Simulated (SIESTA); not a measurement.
## Pb under changes of volume

One of the cells (29.900 Å³/atom); the others are scaled copies at fixed shape and fractional positions:

```
Pb
1.0
     3.50305    0.00000    0.00000
    -1.75152    3.03373    0.00000
     0.00000    0.00000    5.62702
Pb
2
Direct
  0.66667 0.33333 0.75000
  0.33333 0.66667 0.25000
```

This isn't the form of Pb at room conditions, which is fcc.

| Property | Result |
| --- | --- |
| Program | SIESTA 5.4.2 |
| Functional | PBE |
| Potentials or basis | PseudoDojo 0.4 standard (PBE files) |
| Basis | DZP (energy shift 0.002 Ry) |
| Grid cutoff | 500 Ry |
| Energy shift | 0.002 Ry |
| k mesh | 9 × 9 × 5 |
| Occupations | fermi-dirac, width 0.05 eV |
| Spin | no spin polarisation |

```csv
volume (Å³/atom),energy over the lowest point (meV/atom),pressure (GPa)
27.555,?,?
28.141,77.26,7.3
28.727,53.72,5.9
29.900,19.53,3.6
30.486,8.19,2.7
31.073,0.00,1.8
```

Question: What does the run at 27.555 Å³/atom give?

Answer: Energy over the lowest point 106.58 meV/atom; pressure 8.9 GPa.

Worked out: A Birch-Murnaghan fit of order 3 (a polynomial in V^(-2/3)) to the other rows has no minimum within the range. It gives 105.81 meV/atom at 27.555 Å³/atom, against the run's 106.58, and -dE/dV = 8.5 GPa, against 8.9.

Energies are extrapolated to zero smearing.

Caveats: semicore shells carry a single zeta, which can move pressures by several GPa and volumes by a few percent; the basis of atomic orbitals isn't converged, which shifts pressures, moduli and gaps.
